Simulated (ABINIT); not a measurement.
The system is HgTe (Coloradoite).

```
Hg Te
1.0
     0.00000    3.21450    3.21450
     3.21450    0.00000    3.21450
     3.21450    3.21450    0.00000
Hg Te
1 1
Direct
  0.00000 0.00000 0.00000
  0.75000 0.75000 0.75000
```

Base run:

```yaml
Program: ABINIT 10.8.3 (patched build)
Functional: LDA
Potentials_or_basis: PseudoDojo NC SR LDA v0.4.1 standard
Cutoff: 952 eV
k_mesh: 5 × 5 × 5
Occupations: fermi-dirac, width 0.05 eV
Spin: no spin polarisation
```

Its results: band gap on the k mesh none (metal or under the smearing width); pressure 0.2 GPa.

**Question.** The run is repeated on the same cell with these changes: functional from LDA to PBEsol; potentials or basis from PseudoDojo NC SR LDA v0.4.1 standard to PseudoDojo NC SR PBEsol v0.4.1 standard; cutoff from 952 eV to 925 eV. What comes out?

**Answer.** Band gap on the k mesh none (metal or under the smearing width); pressure 1.7 GPa.

Not every run made on this cell is shown here.
